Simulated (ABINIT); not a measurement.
Crystal: GaAs.

```
As Ga
1.0
     0.00000    2.82685    2.82685
     2.82685    0.00000    2.82685
     2.82685    2.82685    0.00000
As Ga
1 1
Direct
  0.75000 0.75000 0.75000
  0.00000 0.00000 0.00000
```

| Quantity | Value |
| --- | --- |
| Program | ABINIT 10.8.3 (patched build) |
| Task | single point |
| Functional | PBE |
| Potentials or basis | JTH PAW PBE v2.0 |
| Cutoff | 463 eV |
| k mesh | 8 × 8 × 8 |
| Occupations | fermi-dirac, width 0.05 eV |
| Spin | no spin polarisation |

On this cell: pressure 3.2 GPa; largest force zero by symmetry; band gap on the k mesh 0.51 eV, direct.

The same run follows on a disturbed copy (atoms moved at random, drawn with an rms of 0.05 Å):

```
As Ga
1.0
     0.00000    2.82685    2.82685
     2.82685    0.00000    2.82685
     2.82685    2.82685    0.00000
As Ga
1 1
Direct
  0.75791 0.73978 0.75942
  0.00965 0.00933 0.97945
```

**Question.** What changes?

**Answer.** The energy moves by +24.0 meV/atom; pressure 3.5 GPa; largest force 0.892 eV/Å; band gap on the k mesh 0.19 eV, direct.

Forces on the atoms (eV/Å):
```
As  -0.154 -0.714  0.513
Ga   0.154  0.714 -0.513
```

Stress tensor (GPa, compression positive):
```
 3.65 -1.53  2.13
-1.53  3.43  0.47
 2.13  0.47  3.54
```

A k mesh can miss the band edges.
